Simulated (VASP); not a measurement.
# CoO (R3m) in VASP: a series of runs, part 3 of 3

VASP 6.6.1. The steps go on from the part before.

## Step 8: Equation of state, PBEsol, collinear spin, ferromagnetic start, 10.42 Å³/atom (a relaxed cell with its volume scaled by 1.02)

INCAR

```
ALGO     = Normal         # electronic algorithm
EDIFF    = 1E-6           # SCF threshold, eV
ENCUT    = 520            # plane-wave cutoff, eV
GGA      = PS             # functional
ISIF     = 2              # what is computed and relaxed
ISMEAR   = -1             # smearing method
ISPIN    = 2              # spin polarisation
LASPH    = True           # aspherical terms in the spheres
LCHARG   = False          # write CHGCAR
LMAXMIX  = 4              # l up to which the mixer works
LORBIT   = 11             # projections on sites
LREAL    = False          # projectors in reciprocal space
LWAVE    = False          # write WAVECAR
MAGMOM   = 2 0            # initial moments
NELM     = 100            # most SCF steps
PREC     = Accurate       # precision mode
SIGMA    = 0.05           # smearing width, eV
```

KPOINTS

```
k-points
0
Gamma
  8 8 8
```

POSCAR

```
CoO                                     
1.0
    1.5448381122      0.8919126999      2.5199720151
   -1.5448381122      0.8919126999      2.5199720151
    0.0000000000     -1.7838253998      2.5199720151
  Co              O             
     1     1
Direct
     0.0000857662155151    0.0000857662155151    0.0000857662155151
     0.7499135837844808    0.7499135837844808    0.7499135837844808
```

Started as:

```
cat potpaw_PBE.64/Co/POTCAR potpaw_PBE.64/O/POTCAR > POTCAR
mpirun -np 1 vasp_std > vasp.out
```

Run time: 14 s. Hardware: 1 thread of Intel Xeon 6975P-C (Granite Rapids), shared host; peak memory 0.17 GiB.

The run converged. Its results:

* Free energy: -14.2851 eV
* Pressure: -2.5 GPa
* Band gap on the k mesh: none (metal or under the smearing width)
* Net moment: 1.84 μB per cell
* Site moments: Co +1.64; O +0.16 μB
* Valence electrons inside the program's atomic spheres: Co 8.23; O 4.98

Caveat: the PAW data sets were made with another functional, which shifts forces and pressure a little; a cell with one magnetic atom can't hold antiferromagnetic order, which such compounds often take; semilocal functionals often make such compounds metallic where correlation or magnetic order opens a gap, which also shifts bond lengths.

## Step 9: Equation of state, PBEsol, collinear spin, ferromagnetic start, 10.62 Å³/atom (a relaxed cell with its volume scaled by 1.04)

INCAR is that of step 8.

KPOINTS is that of step 8.

POSCAR

```
CoO                                     
1.0
    1.5548698096      0.8977045031      2.5363359283
   -1.5548698096      0.8977045031      2.5363359283
    0.0000000000     -1.7954090062      2.5363359283
  Co              O             
     1     1
Direct
     0.0000857662155151    0.0000857662155151    0.0000857662155151
     0.7499135837844808    0.7499135837844808    0.7499135837844808
```

Potentials or basis: VASP PAW PBE potentials, release 64 (Co, O).

Started as:

```
cat potpaw_PBE.64/Co/POTCAR potpaw_PBE.64/O/POTCAR > POTCAR
mpirun -np 1 vasp_std > vasp.out
```

Wall time 14 s (1 thread of Intel Xeon 6975P-C (Granite Rapids), shared host); peak memory 0.17 GiB.

The run converged. Its results:

| Quantity | Value |
| --- | --- |
| Free energy | -14.2784 eV |
| Pressure | -2.8 GPa |
| Band gap on the k mesh | none (metal or under the smearing width) |
| Net moment | 2.16 μB per cell |
| Site moments | Co +1.90; O +0.21 μB |
| Valence electrons inside the program's atomic spheres | Co 8.18; O 4.98 |

Caveat: the PAW data sets were made with another functional, which shifts forces and pressure a little; a cell with one magnetic atom can't hold antiferromagnetic order, which such compounds often take; semilocal functionals often make such compounds metallic where correlation or magnetic order opens a gap, which also shifts bond lengths.

## Step 10: Equation of state, PBEsol, collinear spin, ferromagnetic start

This run uses another cell than the first one, of 10.21 Å³/atom, 0.895 times its volume.

This step only gathers the single runs of the series.

Results:

```
Equilibrium volume                        : 10.24 Å³/atom (rough: see the caveat)
Bulk modulus at fixed shape and positions : 144 GPa (rough)
```

Energy against volume, from the lowest point:
```tsv
volume (Å³/atom)	energy (meV/atom)
9.804	11.61
10.008	3.06
10.212	0.00
10.417	1.32
10.621	4.71
```

Caveat: the fit is doubtful: noisy points or a state that changes with volume; the cell was scaled at fixed shape and fractional positions, which overstates the stiffness of a crystal with free parameters, most of all of layers and chains; the PAW data sets were made with another functional, which shifts forces and pressure a little.

## Step 11: The reference run

An earlier run on the cell as given: functional PBE; potentials or basis VASP PAW PBE potentials, release 64 (Co, O); cutoff 520 eV; k mesh 10 × 10 × 10; occupations fermi-dirac, width 0.05 eV; collinear spin, ferromagnetic start; starting moments [2.0, 0.0] μB.

- Pressure: -0.3 GPa
- Largest force: 0.263 eV/Å
- Band gap on the k mesh: none (metal or under the smearing width)
- Net moment: 2.74 μB per cell
- Site moments: Co +2.36; O +0.29 μB
- Valence electrons inside the program's atomic spheres: Co 8.01; O 4.99

## Step 12: The runs side by side

```csv
task,level,potentials or basis,cell,k mesh,cutoff (eV),smearing,monkhorst-Pack mesh,ladder,other keys,gap on the mesh (eV),pressure (GPa),moment (μB),largest force (eV/Å)
optical spectrum,PBEsol,"VASP PAW PBE potentials, release 64 (Co, O)","R3m, 11.41 Å³/atom",10 × 10 × 10,520,tetrahedron,-,-,-,none,-7.2,2.87,0.23
phonons,BEEF-vdW,"VASP PAW PBE potentials, release 64 (Co, O)",relaxed,7 × 7 × 7,600,tetrahedron,-,-,-,-,-,2.99,-
equation of state,PW91,"VASP PAW PBE potentials, release 54 (Co, O)","R3m, 11.41 Å³/atom",10 × 10 × 10,520,fermi-dirac 0.05 eV,yes,-,shifted = yes; ALGO = Normal,-,-,-,-
equation of state,PBEsol,"VASP PAW PBE potentials, release 64 (Co, O)","R3m, 10.21 Å³/atom",8 × 8 × 8,520,fermi-dirac 0.05 eV,-,gaps,-,-,-,-,-
single point,PBE,"VASP PAW PBE potentials, release 64 (Co, O)","R3m, 11.41 Å³/atom",10 × 10 × 10,520,fermi-dirac 0.05 eV,-,-,-,none,-0.3,2.74,0.26
```

Alike in all rows: spin collinear, ferromagnetic start.

Caveats: the PAW data sets were made with another functional, which shifts forces and pressure a little (some runs); a cell with one magnetic atom can't hold antiferromagnetic order, which such compounds often take (some runs); semilocal functionals often make such compounds metallic where correlation or magnetic order opens a gap, which also shifts bond lengths (some runs); the fit is doubtful: noisy points or a state that changes with volume (some runs); the cell was scaled at fixed shape and fractional positions, which overstates the stiffness of a crystal with free parameters, most of all of layers and chains (some runs).

Absolute energies hang on the potentials; compare differences alone.
